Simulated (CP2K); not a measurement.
# InP (F-43m) in CP2K: a series of runs

One crystal, InP, is run at these levels: rev-vdW-DF2, RPBE, WC, TPSS; tasks: band structure.

All numbers are computed with CP2K 2026.2; they aren't measurements. Logs are shortened: lines on timing, memory, paths and dates and some standing lists are left out, and cuts for length are marked.

**Measured values to compare with.**

From a printed reference work, data compilation, for a bulk crystal of InP at 1.6 K: band gap 1.4236 eV (direct).

How close the calculation comes is told below.

**1. Starting point**

Symmetry: F-43m, No. 216, cubic system. The conventional cell has a = 5.861 Å, b = 5.861 Å, c = 5.861 Å, α = 90.00°, β = 90.00°, γ = 90.00°. In (site symmetry -43m) has 4 P at 2.54 Å as nearest neighbours. P (site symmetry -43m) is surrounded by 4 In at 2.54 Å.

**2. Band structure, rev-vdW-DF2**

File inp_bands.inp:

```
&GLOBAL
  PROJECT inp_bands
  RUN_TYPE ENERGY_FORCE
  PRINT_LEVEL LOW
&END GLOBAL
&FORCE_EVAL
  METHOD QS
  STRESS_TENSOR ANALYTICAL
  &DFT
    BASIS_SET_FILE_NAME BASIS_MOLOPT_UZH
    POTENTIAL_FILE_NAME POTENTIAL_UZH
    &MGRID
      CUTOFF 675
      REL_CUTOFF 60
      NGRIDS 4
    &END MGRID
    &QS
      METHOD GPW
      EPS_DEFAULT 1.0E-9
    &END QS
    &KPOINTS
      SCHEME MONKHORST-PACK 8 8 8
      GAMMA_CENTERED T
      SYMMETRY T
      SYMMETRY_BACKEND SPGLIB
    &END KPOINTS
    &SCF
      SCF_GUESS ATOMIC
      EPS_SCF 1.0E-6
      MAX_SCF 100
      ADDED_MOS 10
      CHOLESKY OFF
      EPS_EIGVAL 1.0E-7
      &DIAGONALIZATION ON
        ALGORITHM STANDARD
      &END DIAGONALIZATION
      &MIXING ON
        METHOD BROYDEN_MIXING
        ALPHA 0.4
        BETA 1.5
        NBUFFER 8
      &END MIXING
      &SMEAR ON
        METHOD FERMI_DIRAC
        ELECTRONIC_TEMPERATURE [K] 580.226
      &END SMEAR
    &END SCF
    &XC
      &XC_FUNCTIONAL
        &GGA_X_B86_R
        &END GGA_X_B86_R
        &LDA_C_PW
        &END LDA_C_PW
      &END XC_FUNCTIONAL
      &VDW_POTENTIAL
        POTENTIAL_TYPE NON_LOCAL
        &NON_LOCAL
          TYPE LMKLL
          KERNEL_FILE_NAME vdW_kernel_table.dat
          CUTOFF 300
        &END NON_LOCAL
      &END VDW_POTENTIAL
    &END XC
    &PRINT
      &KPOINTS ON
      &END KPOINTS
      &MULLIKEN ON
      &END MULLIKEN
      &MO ON
        ENERGIES T
        OCCUPATION_NUMBERS T
        &EACH
          QS_SCF 0
        &END EACH
        ADD_LAST NUMERIC
      &END MO
      &LOWDIN ON
      &END LOWDIN
      &HIRSHFELD ON
        SHAPE_FUNCTION DENSITY
      &END HIRSHFELD
      &BAND_STRUCTURE
        FILE_NAME bands.bs
        ADDED_MOS 4
        &KPOINT_SET
          UNITS B_VECTOR
          NPOINTS 10
          SPECIAL_POINT GAMMA 0.00000000 0.00000000 0.00000000
          SPECIAL_POINT X 0.50000000 0.00000000 0.50000000
          SPECIAL_POINT W 0.50000000 0.25000000 0.75000000
          SPECIAL_POINT K 0.37500000 0.37500000 0.75000000
          SPECIAL_POINT GAMMA 0.00000000 0.00000000 0.00000000
          SPECIAL_POINT L 0.50000000 0.50000000 0.50000000
          SPECIAL_POINT U 0.62500000 0.25000000 0.62500000
          SPECIAL_POINT W 0.50000000 0.25000000 0.75000000
          SPECIAL_POINT L 0.50000000 0.50000000 0.50000000
          SPECIAL_POINT K 0.37500000 0.37500000 0.75000000
        &END KPOINT_SET
        &KPOINT_SET
          UNITS B_VECTOR
          NPOINTS 10
          SPECIAL_POINT U 0.62500000 0.25000000 0.62500000
          SPECIAL_POINT X 0.50000000 0.00000000 0.50000000
        &END KPOINT_SET
      &END BAND_STRUCTURE
    &END PRINT
  &END DFT
  &SUBSYS
    &CELL
      ABC 4.1443528445 4.1443528445 4.1443528445
      ALPHA_BETA_GAMMA 59.9999999996 59.9999999995 59.9999999995
      PERIODIC XYZ
    &END CELL
    &COORD
      In  0.0000000000 0.0000000000 0.0000000000
      P   6.2165292668 3.5891148456 2.5378874458
    &END COORD
    &KIND In
      BASIS_SET TZVP-MOLOPT-PBE-GTH-q13
      POTENTIAL GTH-PBE-q13
    &END KIND
    &KIND P
      BASIS_SET TZVP-MOLOPT-PBE-GTH-q5
      POTENTIAL GTH-PBE-q5
    &END KIND
    &PRINT
      &ATOMIC_COORDINATES ON
      &END ATOMIC_COORDINATES
      &CELL ON
      &END CELL
    &END PRINT
  &END SUBSYS
  &PRINT
    &FORCES ON
    &END FORCES
    &STRESS_TENSOR ON
    &END STRESS_TENSOR
  &END PRINT
&END FORCE_EVAL
```

Potentials or basis: POTENTIAL_UZH In GTH-PBE-q13, P GTH-PBE-q5; TZVP-MOLOPT-PBE-GTH basis.

The run is started by

```sh
> OMP_NUM_THREADS=1 cp2k.psmp -i inp_bands.inp -o inp_bands.out
```

inp_bands.out:

```text

 CP2K| version string:                                       CP2K version 2026.2
 CP2K| Input file name                                             inp_bands.inp

 GLOBAL| Force Environment number                                              1
 GLOBAL| Basis set file name                                    BASIS_MOLOPT_UZH
 GLOBAL| Potential file name                                       POTENTIAL_UZH
 GLOBAL| MM Potential file name                                     MM_POTENTIAL
 GLOBAL| Coordinate file name                                      __STD_INPUT__
 GLOBAL| Method name                                                        CP2K
 GLOBAL| Project name                                                  inp_bands
 GLOBAL| Run type                                                   ENERGY_FORCE
 GLOBAL| FFT library                                                       FFTW3
[... 8 lines left out ...]
 GLOBAL| CPU model name                                                  UNKNOWN

 CELL| Volume [angstrom^3]:                                            50.333273
 CELL| Vector a [angstrom]:       4.144     0.000     0.000   |a| =     4.144353
 CELL| Vector b [angstrom]:       2.072     3.589     0.000   |b| =     4.144353
 CELL| Vector c [angstrom]:       2.072     1.196     3.384   |c| =     4.144353
 CELL| Angle (b,c), alpha [degree]:                                    60.000000
 CELL| Angle (a,c), beta  [degree]:                                    60.000000
 CELL| Angle (a,b), gamma [degree]:                                    60.000000
 CELL| Numerically orthorhombic:                                              NO
 CELL| Periodicity                                                           XYZ

 CELL_REF| Volume [angstrom^3]:                                        50.333273
 CELL_REF| Vector a [angstrom     4.144     0.000     0.000   |a| =     4.144353
 CELL_REF| Vector b [angstrom     2.072     3.589     0.000   |b| =     4.144353
 CELL_REF| Vector c [angstrom     2.072     1.196     3.384   |c| =     4.144353
 CELL_REF| Angle (b,c), alpha [degree]:                                60.000000
 CELL_REF| Angle (a,c), beta  [degree]:                                60.000000
 CELL_REF| Angle (a,b), gamma [degree]:                                60.000000
 CELL_REF| Numerically orthorhombic:                                          NO
[... 11 lines left out ...]

  Total number of            - Atomic kinds:                                   2
                             - Atoms:                                          2
                             - Shell sets:                                     2
                             - Shells:                                        17
                             - Primitive Cartesian functions:                 10
                             - Cartesian basis functions:                     58
                             - Spherical basis functions:                     51

  Maximum angular momentum of- Orbital basis functions:                        3
                             - Local part of the GTH pseudopotential:          0
                             - Non-local part of the GTH pseudopotential:      4

 MODULE QUICKSTEP: ATOMIC COORDINATES IN ANGSTROM

   Atom Kind Element         X             Y             Z       Z(eff)     Mass
      1    1 In   49      0.000000      0.000000      0.000000  13.0000 114.8180
      2    2 P    15      6.216529      3.589115      2.537887   5.0000  30.9738

 SCF PARAMETERS         Density guess:                                    ATOMIC
[... 9 lines left out ...]
                        --------------------------------------------------------
                        level_shift [a.u.]:                             0.000000
                        added MOs                                        10    0
                        --------------------------------------------------------
                        Mixing method:                            BROYDEN_MIXING
[... 11 lines left out ...]
 *******************************************************************************
 BRILLOUIN| K-point scheme                                        Monkhorst-Pack
 BRILLOUIN| K-Point grid                                             8    8    8
 BRILLOUIN| Gamma-centered k-point mesh                                     ON
 BRILLOUIN| K-point symmetry accuracy                               0.100000E-05
 BRILLOUIN| K-Point point group symmetrization                                ON
 BRILLOUIN| Symmetry backend                                             SPGLIB
 BRILLOUIN| Symmetry reduction method                                    SPGLIB
 BRILLOUIN| Wavefunction type                                            COMPLEX
 BRILLOUIN| List of Kpoints [2 Pi/Bohr]                                       29
[... 45 lines left out ...]
     1 NoMix/Diag. 0.40E+00    6.5     1.11854394       -63.0577633953 -6.31E+01
     2 Broy./Diag. 0.40E+00    7.0     0.04652904       -62.9494724976  1.08E-01
     3 Broy./Diag. 0.40E+00    7.0     0.10115118       -62.9321327261  1.73E-02
     4 Broy./Diag. 0.40E+00    7.1     0.01275823       -62.9563013027 -2.42E-02
     5 Broy./Diag. 0.40E+00    7.1     0.00416733       -62.9587222498 -2.42E-03
     6 Broy./Diag. 0.40E+00    7.1     0.00247137       -62.9564512562  2.27E-03
     7 Broy./Diag. 0.40E+00    7.1     0.00088805       -62.9615686986 -5.12E-03
     8 Broy./Diag. 0.40E+00    7.1     0.00104512       -62.9664523272 -4.88E-03
     9 Broy./Diag. 0.40E+00    7.2     0.00004511       -62.9682319673 -1.78E-03
    10 Broy./Diag. 0.40E+00    7.2     0.00001803       -62.9679866446  2.45E-04
    11 Broy./Diag. 0.40E+00    7.2     0.00005636       -62.9678681829  1.18E-04
    12 Broy./Diag. 0.40E+00    7.1     0.00000489       -62.9678516504  1.65E-05
    13 Broy./Diag. 0.40E+00    7.1     0.00000777       -62.9678296281  2.20E-05
    14 Broy./Diag. 0.40E+00    7.1     0.00000075       -62.9678196186  1.00E-05

  *** SCF run converged in    14 steps ***

  Electronic density on regular grids:        -17.9999999738        0.0000000262
  Core density on regular grids:               17.9999999811       -0.0000000189
  Total charge density on r-space grids:        0.0000000073
  Total charge density g-space grids:           0.0000000073

  Overlap energy of the core charge distribution:               0.00000000011462
  Self energy of the core charge distribution:               -106.35828909080011
  Core Hamiltonian energy:                                     31.68506009135587
  Hartree energy:                                              20.88434314464956
  Exchange-correlation energy:                                 -9.27030662334566
  Dispersion energy:                                            0.09137342553016
  Electronic entropic energy:                                  -0.00000056610792
  Fermi energy:                                                 0.18662008036908

  Total energy:                                               -62.96781961860448
  Total energy (extrapolated to T->0):                        -62.96781933555052

 MO| EIGENVALUES AND OCCUPATION NUMBERS FOR K POINT 1
 MO|
 MO|  Index      Eigenvalue [a.u.]        Eigenvalue [eV]             Occupation
 MO|      1              -0.354945              -9.658543               2.000000
 MO|      2              -0.350073              -9.525979               2.000000
 MO|      3              -0.350073              -9.525978               2.000000
 MO|      4              -0.345295              -9.395959               2.000000
 MO|      5              -0.345295              -9.395957               2.000000
 MO|      6              -0.201471              -5.482308               2.000000
[... 343 lines left out ...]
 MO|     18               0.743562              20.233343               0.000000
 MO|     19               0.786792              21.409697               0.000000
 MO| Sum:                                                              18.000000
 MO| E(Fermi):            0.186620 a.u.          5.078191 eV

 [... the levels of further k-points ...]

 !-----------------------------------------------------------------------------!
                     Mulliken Population Analysis

 #  Atom  Element  Kind  Atomic population                           Net charge
       1     In       1         12.567412                              0.432588
       2     P        2          5.432588                             -0.432588
 # Total charge                             18.000000                 -0.000000

 !-----------------------------------------------------------------------------!

 !-----------------------------------------------------------------------------!
                           Hirshfeld Charges

  #Atom  Element  Kind  Ref Charge     Population                    Net charge
      1       In     1      13.000         12.774                         0.226
      2       P      2       5.000          5.226                        -0.226

  Total Charge                                                           -0.000
 !-----------------------------------------------------------------------------!

 LOWDIN POPULATION ANALYSIS

 #  Atom  Element  Kind  Atomic population                           Net charge
       1     In       1         13.560391                             -0.560391
       2     P        2          4.439609                              0.560391
 # Total charge                             18.000000                 -0.000000

 KPOINTS| Band Structure Calculation
 KPOINTS| Number of k-point sets                                               2
 KPOINTS| Number of added MOs/bands                                            4
 KPOINTS| Number of k-points in set    1                                      91
 KPOINTS| In units of b-vector [2pi/Bohr]
 KPOINTS| Special point     1       GAMMA     0.000000     0.000000     0.000000
 KPOINTS| Special point     2           X     0.500000     0.000000     0.500000
 KPOINTS| Special point     3           W     0.500000     0.250000     0.750000
 KPOINTS| Special point     4           K     0.375000     0.375000     0.750000
 KPOINTS| Special point     5       GAMMA     0.000000     0.000000     0.000000
 KPOINTS| Special point     6           L     0.500000     0.500000     0.500000
 KPOINTS| Special point     7           U     0.625000     0.250000     0.625000
 KPOINTS| Special point     8           W     0.500000     0.250000     0.750000
 KPOINTS| Special point     9           L     0.500000     0.500000     0.500000
 KPOINTS| Special point    10           K     0.375000     0.375000     0.750000
 KPOINTS| Number of k-points in set    2                                      11
 KPOINTS| In units of b-vector [2pi/Bohr]
 KPOINTS| Special point     1           U     0.625000     0.250000     0.625000
 KPOINTS| Special point     2           X     0.500000     0.000000     0.500000

 ENERGY| Total FORCE_EVAL ( QS ) energy [hartree]            -62.967819563540417

 FORCES| Atomic forces [hartree/bohr]
 FORCES|   Atom     x               y               z               |f|
 FORCES|      1  1.73238776E-09 -3.82688295E-09  5.72684136E-09   7.10231740E-09
 FORCES|      2 -7.10103906E-10  4.46535116E-09 -5.26255428E-09   6.93816158E-09
 FORCES| Sum     1.02228386E-09  6.38468211E-10  4.64287078E-10
 FORCES| Total atomic force                                       1.29161466E-09

 STRESS| Analytical stress tensor [bar]
 STRESS|                        x                   y                   z
 STRESS|      x        3.31852924866E+04   6.92311532412E-02   2.11044924609E-02
 STRESS|      y        6.92311532412E-02   3.31853194690E+04   4.32181994424E-02
 STRESS|      z        2.11044924609E-02   4.32181994424E-02   3.31854010210E+04
 STRESS| 1/3 Trace                                             3.31853376589E+04
 STRESS| Determinant                                           3.65459051523E+13

 STRESS| Eigenvectors and eigenvalues of the analytical stress tensor [bar]
 STRESS|                        1                   2                   3
 STRESS| Eigenvalues   3.31852346144E+04   3.31853408528E+04   3.31854375094E+04
 STRESS|      x           0.753937906991      0.554251273914      0.352679965077
 STRESS|      y          -0.652773864934      0.571637125597      0.497108919552
 STRESS|      z           0.073918290443     -0.605009522242      0.792779644248
```

Run time: 2 min. Hardware: 1 thread of Arm Neoverse N1, shared host; peak memory 0.53 GiB.

Results:

- Free energy: -1713.4415 eV
- Pressure: 3.3 GPa
- Band gap on the k mesh: 0.58 eV, direct
- Band gap along the path: 0.58 eV, direct
- Mulliken charges: In +0.43; P -0.43 e
- Hirshfeld charges: In +0.23; P -0.23 e

Levels at the corners of the path, in eV from the valence-band top:
| point | band 5 | band 6 | band 7 | band 8 | band 9 | band 10 | band 11 | band 12 | band 13 | band 14 |
| --- | --- | --- | --- | --- | --- | --- | --- | --- | --- | --- |
| Γ | -14.16 | -11.58 | 0.00 | 0.00 | 0.00 | 0.58 | 4.08 | 4.08 | 4.08 | 9.00 |
| X | -14.13 | -9.21 | -5.81 | -2.35 | -2.35 | 1.70 | 2.24 | 9.20 | 9.64 | 9.64 |
| W | -14.15 | -9.13 | -5.66 | -2.99 | -2.96 | 4.31 | 4.38 | 5.63 | 6.29 | 10.14 |
| K | -14.14 | -9.22 | -5.66 | -3.35 | -1.96 | 2.32 | 4.40 | 7.67 | 7.74 | 8.24 |
| Γ | -14.16 | -11.58 | 0.00 | 0.00 | 0.00 | 0.58 | 4.08 | 4.08 | 4.08 | 9.00 |
| L | -14.15 | -9.86 | -5.79 | -0.99 | -0.99 | 1.43 | 4.85 | 4.85 | 7.18 | 10.19 |
| U | -14.14 | -9.22 | -5.66 | -3.35 | -1.96 | 2.32 | 4.40 | 7.67 | 7.74 | 8.24 |
| W | -14.15 | -9.13 | -5.66 | -2.99 | -2.96 | 4.31 | 4.38 | 5.63 | 6.29 | 10.14 |
| L | -14.15 | -9.86 | -5.79 | -0.99 | -0.99 | 1.43 | 4.85 | 4.85 | 7.18 | 10.19 |
| K | -14.14 | -9.22 | -5.66 | -3.35 | -1.96 | 2.32 | 4.40 | 7.67 | 7.74 | 8.24 |
| U | -14.14 | -9.22 | -5.66 | -3.35 | -1.96 | 2.32 | 4.40 | 7.67 | 7.74 | 8.24 |
| X | -14.13 | -9.21 | -5.81 | -2.35 | -2.35 | 1.70 | 2.24 | 9.20 | 9.64 | 9.64 |

Caveat: Mulliken charges move with the basis; the potentials were made for another functional, which shifts forces and pressure; spin-orbit coupling is left out, which moves the levels of the heavy elements; the basis of atomic orbitals isn't converged, which shifts pressures, moduli and gaps.

(Part 1 of 2 ends here.)
